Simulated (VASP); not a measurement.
A run of VASP 6.6.1 is set up as follows.

INCAR

```
SYSTEM = BN
  ALGO = Fast
  EDIFF = 1E-7
  EDIFFG = -0.002
  ENCUT = 520
  GGA = PE
  IBRION = 2
  ISIF = 4
  ISMEAR = 0
  IVDW = 12
  LASPH = .True.
  LCHARG = .False.
  LREAL = .False.
  LWAVE = .False.
  NELM = 100
  NSW = 80
  PREC = Accurate
  SIGMA = 0.02
```

File KPOINTS:

```
k-points
0
Gamma
  9 9 4
  0 0 0
```

The input POSCAR:

```
BN                                      
1.0
    2.4292301611      0.0000000000      0.0000000000
   -1.2146150806      2.1037750265      0.0000000000
    0.0000000000      0.0000000000      6.3817983042
  B               N             
     2     2
Direct
     0.3333333300000021    0.6666666699999979    0.2500000000000000
     0.6666666699999979    0.3333333300000021    0.7500000000000000
     0.3333333300000021    0.6666666699999979    0.7500000000000000
     0.6666666699999979    0.3333333300000021    0.2500000000000000
```

Potentials or basis: VASP PAW PBE potentials, release 64 (B, N).

Launch:

```sh
$ cat potpaw_PBE.64/B/POTCAR potpaw_PBE.64/N/POTCAR > POTCAR
$ mpirun -np 1 vasp_std > vasp.out
```

Q: Estimate the band gap on the k mesh.

A: 4.28 eV, indirect (least direct gap 4.45 eV).

Q: Predict the dispersion energy per atom.

A: -0.159 eV.

The path:
```
step  energy change (eV)  largest force (eV/Å)  pressure (GPa)  volume (Å³)
   1              0.0000                0.0000           27.29        32.61
   2             -0.2114                0.0000            0.60        32.61
   3             -0.2180                0.0000            4.24        32.61
   4             -0.2179                0.0000            4.67        32.61
   5             -0.2179                0.0000            4.65        32.61
   6             -0.2179                0.0000            4.64        32.61
   7             -0.2179                0.0000            4.64        32.61
   8             -0.2179                0.0000            4.64        32.61
   9             -0.2179                0.0000            4.64        32.61
  10             -0.2179                0.0000            4.63        32.61
  11             -0.2179                0.0000            4.63        32.61
  12             -0.2179                0.0000            4.62        32.61
  13             -0.2179                0.0000            4.60        32.61
  14             -0.2180                0.0000            4.56        32.61
  15             -0.2180                0.0000            4.49        32.61
  16             -0.2180                0.0000            4.35        32.61
  17             -0.2180                0.0000            4.29        32.61
```

Caveat: an odd mesh through Γ misses points on the zone boundary, where band edges often lie.
